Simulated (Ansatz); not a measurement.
Working through a comparison of enthalpies under pressure of two structures of Ir

Program: the Ansatz DFT code, driven from Python.

Typed at the interpreter:
```pycon
>>> import ansatz as az
>>> import numpy as np
>>> def diamond(A, a):
...     return (
...         az.Lattice.fcc(a)
...         .space_group(227, origin_choice=1)
...         .atom(A, [0, 0, 0])
...         .primitive()
...     )
...
>>> def hcp(A, a):
...     return (
...         az.Lattice.from_parameters(a, a, 1.633 * a, alpha=90, beta=90, gamma=120)
...         .space_group(194)
...         .atom(A, [1 / 3, 2 / 3, 0.25])
...     )
...
>>> def solve(name, crystal, pressure=0.0):
...     calc = crystal.calculation().basis(500).kpoints(spacing=0.33).occupations('fermi_dirac', width=0.1)
...     calc = calc.relax(force_tolerance=0.03, max_steps=40, cell=True, pressure=pressure)
...     return calc.run()
...
>>> def volume_per_atom(outcome):
...     return abs(np.linalg.det(outcome.lattice.cell_ang)) / len(outcome.lattice.sites)
...
>>> phases = {}
>>> phases['diamond'] = diamond('Ir', 5.27)
>>> phases['hcp'] = hcp('Ir', 2.71)
>>> # enthalpy per atom at each pressure
>>> pressures = [0, 5, 10, 20]
>>> enthalpy, volume = {name: [] for name in phases}, {name: [] for name in phases}
>>> for p in pressures:
...     for name, crystal in phases.items():
...         o = solve(name, crystal, pressure=p)
...         volume[name].append(volume_per_atom(o))
...         enthalpy[name].append(o.report['energy_sigma0_ev'] / len(o.lattice.sites) + p * volume[name][-1] / 160.21766)
...

>>> gap = np.array(enthalpy['hcp']) - np.array(enthalpy['diamond'])
>>> rows = [(p, va, vb, 1000 * d) for p, va, vb, d in zip(pressures, volume['diamond'], volume['hcp'], gap)]
>>> print('   P (GPa)  V diamond (A^3/atom)  V hcp (A^3/atom)  H(hcp) - H(diamond) (meV/atom)')
   P (GPa)  V diamond (A^3/atom)  V hcp (A^3/atom)  H(hcp) - H(diamond) (meV/atom)
>>> for row in rows:
...     print(f'{row[0]:10d}  {row[1]:20.3f}  {row[2]:16.3f}  {row[3]:+30.1f}')
...
         0                21.601            14.573                          -927.0
         5                21.055            14.370                         -1140.8
        10                20.584            14.182                         -1345.1
        20                19.792            13.846                         -1730.2
>>> crossings = [p0 - g0 * (p1 - p0) / (g1 - g0) for p0, p1, g0, g1 in zip(pressures, pressures[1:], gap, gap[1:]) if g0 * g1 < 0]
>>> print('crossing near', [round(float(p), 1) for p in crossings], 'GPa') if crossings else print('no crossing in this range')
no crossing in this range
```

At a fixed pressure a relaxation lowers the enthalpy F + PV, while F alone can rise. For the metals among these phases the mesh is modest: differences between phases can be off by up to 40 meV an atom. Spin-orbit coupling, which matters for elements this heavy, is left out. No functional is typed, so the default, PBE, holds. Only these two structures are compared, at zero temperature and with their symmetry kept; either may be hypothetical, and another phase may be lower than both. Differences under about 40 meV an atom lie within the error of mesh and functional. The cells are prototypes set up for this calculation and needn't exist. Run time: 40 s on 1 thread of Arm Neoverse V2, with other jobs on the host, peak memory 0.4 GiB.

(Lines on the test bed's own set-up are left out of the output.)
